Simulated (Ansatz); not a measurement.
Input:

AlSb (zinc blende)

```xyz
2
Lattice="0.0000 3.0886 3.0886 3.0886 0.0000 3.0886 3.0886 3.0886 0.0000" Properties=species:S:1:pos:R:3 pbc="T T T"
Sb     4.6329     4.6329     4.6329
Al     0.0000     0.0000     0.0000
```

Scan: atom 1 (Sb, nearest neighbour Al at 2.675 Å; its periodic images, 4.4 Å or more away, move with it) is displaced along Cartesian [110], direction (0.707, 0.707, 0.000) in Cartesian axes, by s. The other atoms stay.

Calculation: r2SCAN (plane waves to 500 eV, PAW, scalar-relativistic; Ansatz, a program for electronic structure). k mesh 11×11×11 (Γ-centred), Fermi-Dirac smearing 0.05 eV. E stands for the smeared free energy. AlSb was relaxed with its symmetry unable to fall. Spin-orbit coupling is left out, though Sb is heavy. The zero of ΔE is the undisplaced structure.

The scan covers s from -0.270 to 0.270 Å in 11 points.

Task: Is this a single well or a double well?

Result: A single well with its minimum at or next to zero displacement.

Task: Is the energy the same for equal positive and negative displacements?

Result: Even: the same for both signs. With its periodic images moving along, the atom's site symmetry in this cell is -43m.

Task: What is the force constant k = d²E/ds² of this move at s = 0?

Result: 8.01 eV/Å².

(A displaced cell: forces are minus the slopes of the energy, force constants its curvatures, and phonons follow from these.)
